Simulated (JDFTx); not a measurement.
# Mg (I4/mmm) in JDFTx: convergence with k mesh

Aim: find how far k mesh must go before the results for Mg settle, at PBEsol. This setting moves, with any that are tied to it; all else stays.

All numbers are computed with JDFTx 1.7.0 (patched build); they aren't measurements. Logs are shortened: lines on timing, memory, paths and dates and some standing lists are left out, and cuts for length are marked. The log counts tension as positive stress, the text compression.

## (1) The structure

Symmetry: I4/mmm, No. 139, tetragonal system. The conventional cell has a = 3.672 Å, b = 3.672 Å, c = 3.359 Å, α = 90.00°, β = 90.00°, γ = 90.00°. Mg (site symmetry 4/mmm) is surrounded by 10 Mg at 3.09 to 3.36 Å.

This isn't the form of Mg at room conditions, which is hcp.

## (2) With k mesh 2 × 2 × 2

Mg.in

```
lattice \
   -3.4695213478     3.4695213478     3.4695213478 \
    3.4695213478    -3.4695213478     3.4695213478 \
    3.1736136504     3.1736136504    -3.1736136504
coords-type Cartesian
ion Mg     0.0000000000     0.0000000000     0.0000000000 1

ion-species pseudo/Mg.upf
elec-cutoff 42
elec-ex-corr gga-PBEsol
kpoint-folding 2 2 2
elec-smearing Cold 0.0018374661
elec-n-bands 10
electronic-SCF nIterations 100 energyDiffThreshold 1e-09
electronic-minimize nIterations 30 energyDiffThreshold 1e-7
converge-empty-states yes
forces-output-coords Cartesian

dump-name run.$VAR
dump End Ecomponents EigStats BandEigs Kpoints Forces Stress
```

Potentials or basis: PseudoDojo-SR-PBEsol-0.4.1-standard.

On the command line:

```
> jdftx -c 1 -i Mg.in -o Mg.out
```

Run time: 3 s. Hardware: 1 thread of Arm Neoverse V1, shared host; peak memory 0.04 GiB.

Results:

| Item | Value |
| --- | --- |
| Free energy | -1612.5295 eV |
| Pressure | 2.1 GPa |
| Band gap on the k mesh | none (metal or under the smearing width) |

## (3) With k mesh 3 × 3 × 3

Changes to Mg.in since step 2:

```diff
@@ -10,3 +10,3 @@
 elec-ex-corr gga-PBEsol
-kpoint-folding 2 2 2
+kpoint-folding 3 3 3
 elec-smearing Cold 0.0018374661
```

Potentials or basis: PseudoDojo-SR-PBEsol-0.4.1-standard.

On the command line:

```
> jdftx -c 1 -i Mg.in -o Mg.out
```

Wall time 4.2 s (1 thread of Arm Neoverse V1, shared host); peak memory 0.04 GiB.

What came out:

* Free energy: -1613.3450 eV
* Pressure: -0.5 GPa

## (4) With k mesh 4 × 4 × 4

Changes to Mg.in since step 3:

```diff
@@ -10,3 +10,3 @@
 elec-ex-corr gga-PBEsol
-kpoint-folding 3 3 3
+kpoint-folding 4 4 4
 elec-smearing Cold 0.0018374661
```

On the command line:

```
> jdftx -c 1 -i Mg.in -o Mg.out
```

Run time: 7.3 s. Hardware: 1 thread of Arm Neoverse V1, shared host; peak memory 0.04 GiB.

Results:

```
Free energy            : -1613.7864 eV
Pressure               : -0.4 GPa
Band gap on the k mesh : none (metal or under the smearing width)
```

## (5) With k mesh 6 × 6 × 6

Changes to Mg.in since step 4:

```diff
@@ -10,3 +10,3 @@
 elec-ex-corr gga-PBEsol
-kpoint-folding 4 4 4
+kpoint-folding 6 6 6
 elec-smearing Cold 0.0018374661
```

On the command line:

```
> jdftx -c 1 -i Mg.in -o Mg.out
```

It took 16 s on 1 thread of Arm Neoverse V1, shared host; peak memory 0.05 GiB.

Results:

| Quantity | Value |
| --- | --- |
| Free energy | -1613.7412 eV |
| Pressure | 0.0 GPa |
| Band gap on the k mesh | none (metal or under the smearing width) |

## (6) With k mesh 7 × 7 × 7

Changes to Mg.in since step 5:

```diff
@@ -10,3 +10,3 @@
 elec-ex-corr gga-PBEsol
-kpoint-folding 6 6 6
+kpoint-folding 7 7 7
 elec-smearing Cold 0.0018374661
```

Potentials or basis: PseudoDojo-SR-PBEsol-0.4.1-standard.

On the command line:

```
> jdftx -c 1 -i Mg.in -o Mg.out
```

Run time: 21 s. Hardware: 1 thread of Arm Neoverse V1, shared host; peak memory 0.06 GiB.

The run converged. Its results:

```
Free energy            : -1613.7734 eV
Pressure               : -0.2 GPa
Band gap on the k mesh : none (metal or under the smearing width)
```

## (7) With k mesh 9 × 9 × 9

Changes to Mg.in since step 6:

```diff
@@ -10,3 +10,3 @@
 elec-ex-corr gga-PBEsol
-kpoint-folding 7 7 7
+kpoint-folding 9 9 9
 elec-smearing Cold 0.0018374661
```

On the command line:

```
> jdftx -c 1 -i Mg.in -o Mg.out
```

It took 38 s on 1 thread of Arm Neoverse V1, shared host; peak memory 0.08 GiB.

The run converged. Its results:

```
Free energy            : -1613.7512 eV
Pressure               : -0.2 GPa
Band gap on the k mesh : none (metal or under the smearing width)
```

## (8) With k mesh 11 × 11 × 11

Changes to Mg.in since step 7:

```diff
@@ -10,3 +10,3 @@
 elec-ex-corr gga-PBEsol
-kpoint-folding 9 9 9
+kpoint-folding 11 11 11
 elec-smearing Cold 0.0018374661
```

On the command line:

```
> jdftx -c 1 -i Mg.in -o Mg.out
```

Run time: 64 s. Hardware: 1 thread of Arm Neoverse V1, shared host; peak memory 0.11 GiB.

Results (log left out):

```
Free energy            : -1613.7576 eV
Pressure               : -0.1 GPa
Band gap on the k mesh : none (metal or under the smearing width)
```

## (9) With k mesh 13 × 13 × 13

Changes to Mg.in since step 8:

```diff
@@ -10,3 +10,3 @@
 elec-ex-corr gga-PBEsol
-kpoint-folding 11 11 11
+kpoint-folding 13 13 13
 elec-smearing Cold 0.0018374661
```

Potentials or basis: PseudoDojo-SR-PBEsol-0.4.1-standard.

On the command line:

```
> jdftx -c 1 -i Mg.in -o Mg.out
```

The log of the run:

```text
*************** JDFTx 1.7.0 (patched build) ***************

Input parsed successfully to the following command list (including defaults):
[... the input with its defaults ...]

---------- Setting up symmetries ----------

Found 16 point-group symmetries of the bravais lattice
Found 16 space-group symmetries with basis
Applied RMS atom displacement 0 bohrs to make symmetries exact.

---------- Initializing the Grid ----------
R =
[     -3.46952      3.46952      3.46952  ]
[      3.46952     -3.46952      3.46952  ]
[      3.17361      3.17361     -3.17361  ]
unit cell volume = 152.81
G =
[ 2.00304e-17   0.905483    0.98991  ]
[   0.905483 2.00304e-17    0.98991  ]
[   0.905483   0.905483 -1.18239e-17  ]
Minimum fftbox size, Smin = [  36  36  36  ]
Chosen fftbox size, S = [  36  36  36  ]

---------- Exchange Correlation functional ----------
Initalized PBEsol GGA exchange.
Initalized PBEsol GGA correlation.

---------- Setting up pseudopotentials ----------
Width of ionic core gaussian charges (only for fluid interactions / plotting) set to 0

Reading pseudopotential file 'pseudo/Mg.upf':
  'Mg' pseudopotential, 'PBESOL' functional
  Generated using ONCVPSP code by D. R. Hamann
  10 valence electrons, 3 orbitals, 4 projectors, 1001 radial grid points, with lMax = 1
    2S    l: 0   occupation:  2.0   eigenvalue: -2.925002
    2P    l: 1   occupation:  6.0   eigenvalue: -1.710720
    3S    l: 0   occupation:  2.0   eigenvalue: -0.171965
  Core radius for overlap checks: 1.50 bohrs.

Initialized 1 species with 1 total atoms.

Folded 1 k-points by 13x13x13 to 2197 k-points.

---------- Setting up k-points, bands, fillings ----------
[... 21 lines left out ...]
LCAOMinimize: Encountered beta<0, resetting CG.
	FillingsUpdate:  mu: +0.235194720  nElectrons: 10.000000
LCAOMinimize: Iter:   2  F: -59.2795584310303241  |grad|_K:  5.999e-08  alpha:  9.782e-01  linmin: -2.854e-04  cgtest:  8.057e-03
	FillingsUpdate:  mu: +0.235194692  nElectrons: 10.000000
LCAOMinimize: Iter:   3  F: -59.2795584310622345  |grad|_K:  1.134e-09  alpha:  9.020e-01  linmin:  4.195e-02  cgtest: -2.149e-01
LCAOMinimize: Converged (|Delta F|<1.000000e-06 for 2 iters).

-------- Electronic minimization -----------
Will mix electronic density at each iteration.
	FillingsUpdate:  mu: +0.235194692  nElectrons: 10.000000
	FillingsUpdate:  mu: +0.209378000  nElectrons: 10.000000
SCF: Cycle:  0   F: -59.304378161662861   dF: -2.482e-02   |Residual|: 8.316e-03   |deigs|: 5.968e-02
	FillingsUpdate:  mu: +0.209377847  nElectrons: 10.000000
SCF: Cycle:  1   F: -59.304525669728903   dF: -1.475e-04   |Residual|: 4.107e-03   |deigs|: 5.822e-03
	FillingsUpdate:  mu: +0.209485806  nElectrons: 10.000000
SCF: Cycle:  2   F: -59.304531092627279   dF: -5.423e-06   |Residual|: 1.507e-03   |deigs|: 2.490e-03
	FillingsUpdate:  mu: +0.209484353  nElectrons: 10.000000
SCF: Cycle:  3   F: -59.304531051945915   dF: +4.068e-08   |Residual|: 9.026e-04   |deigs|: 5.643e-04
	FillingsUpdate:  mu: +0.209513376  nElectrons: 10.000000
SCF: Cycle:  4   F: -59.304531277224946   dF: -2.253e-07   |Residual|: 1.198e-04   |deigs|: 7.994e-04
	FillingsUpdate:  mu: +0.209513052  nElectrons: 10.000000
SCF: Cycle:  5   F: -59.304531280558912   dF: -3.334e-09   |Residual|: 3.691e-05   |deigs|: 1.787e-04
	FillingsUpdate:  mu: +0.209513541  nElectrons: 10.000000
SCF: Cycle:  6   F: -59.304531280873853   dF: -3.149e-10   |Residual|: 2.068e-05   |deigs|: 1.184e-04
	FillingsUpdate:  mu: +0.209513508  nElectrons: 10.000000
SCF: Cycle:  7   F: -59.304531280902637   dF: -2.878e-11   |Residual|: 1.297e-05   |deigs|: 1.043e-04
SCF: Converged (|Delta E|<1.000000e-09 for 2 iters).

Setting wave functions to eigenvectors of Hamiltonian
Converging empty states (this may take a while):
EmptyStates: None of the convergence criteria satisfied.
|deigs|: 4.088e-04

# Stress tensor in Cartesian coordinates [Eh/a0^3]:
[  1.01289e-05            0            0  ]
[            0  1.01289e-05            0  ]
[            0            0 -7.02906e-06  ]

# Ionic positions in cartesian coordinates:
ion Mg   0.000000000000000   0.000000000000000   0.000000000000000 1

# Forces in Cartesian coordinates:
force Mg   0.000000000000000   0.000000000000000  -0.000000000000000 1

# Energy components:
   Eewald =      -27.0078473324143715
       EH =       21.5825322811274276
     Eloc =      -61.8523159188407803
      Enl =      -18.1155262159227668
      Exc =       -7.7822122542888712
       KE =       33.8708208177742023
-------------------------------------
     Etot =      -59.3045486225651501
       TS =       -0.0000173416625109
-------------------------------------
        F =      -59.3045312809026370

IonicMinimize: Iter:   0  F: -59.304531280902637  |grad|_K:  0.000e+00
IonicMinimize: Converged (|grad|_K<1.000000e-04).

#--- Lowdin population analysis ---
# oxidation-state Mg +0.540

Dumping 'run.eigStats' ...
	eMin: -2.574424 at state 0 ( [ +0.000000 +0.000000 +0.000000 ] spin 0 )
	HOMO: +0.208271 at state 42 ( [ +0.000000 +0.461538 +0.000000 ] spin 0 )
	mu  : +0.209513
	LUMO: +0.210637 at state 163 ( [ +0.230769 -0.461538 -0.461538 ] spin 0 )
	eMax: +0.945258 at state 155 ( [ +0.230769 +0.230769 +0.230769 ] spin 0 )
	HOMO-LUMO gap: +0.002365
	Optical gap  : +0.016219 at state 98 ( [ +0.076923 -0.307692 -0.384615 ] spin 0 )
WARNING: the last solve of the electrons (or of bands or displaced states from it) ended unconverged.
Done!
```

It took 99 s on 1 thread of Arm Neoverse V1, shared host; peak memory 0.16 GiB.

Results:

```yaml
Free_energy: -1613.7585 eV
Pressure: -0.1 GPa
Band_gap_on_the_k_mesh: none (metal or under the smearing width)
```

## (10) The series at a glance

| k mesh | energy less the tightest run, at zero smearing (meV/atom) | pressure (GPa) | SCF cycles | CPU time (s) | peak memory (GiB) |
| --- | --- | --- | --- | --- | --- |
| 2 × 2 × 2 | 1229.02 | 2.14 | 9 | 3 | 0.04 |
| 3 × 3 × 3 | 413.56 | -0.50 | 9 | 4.2 | 0.04 |
| 4 × 4 × 4 | -27.86 | -0.36 | 8 | 7.3 | 0.04 |
| 6 × 6 × 6 | 17.27 | 0.01 | 8 | 16 | 0.05 |
| 7 × 7 × 7 | -14.89 | -0.20 | 8 | 21 | 0.06 |
| 9 × 9 × 9 | 7.33 | -0.23 | 8 | 38 | 0.08 |
| 11 × 11 × 11 | 0.92 | -0.09 | 8 | 64 | 0.11 |
| 13 × 13 × 13 | 0.00 | -0.13 | 8 | 99 | 0.16 |

Against the tightest run, the energy stays within 1 meV/atom from 11 × 11 × 11 on; the pressure stays within 0.1 GPa from 11 × 11 × 11 on. Meshes of other sizes hit other points, so gaps and Fermi surfaces needn't settle smoothly. The tightest run that finished is the yardstick and may itself not be fully converged.

Caveats: the empty levels aren't tightly converged.
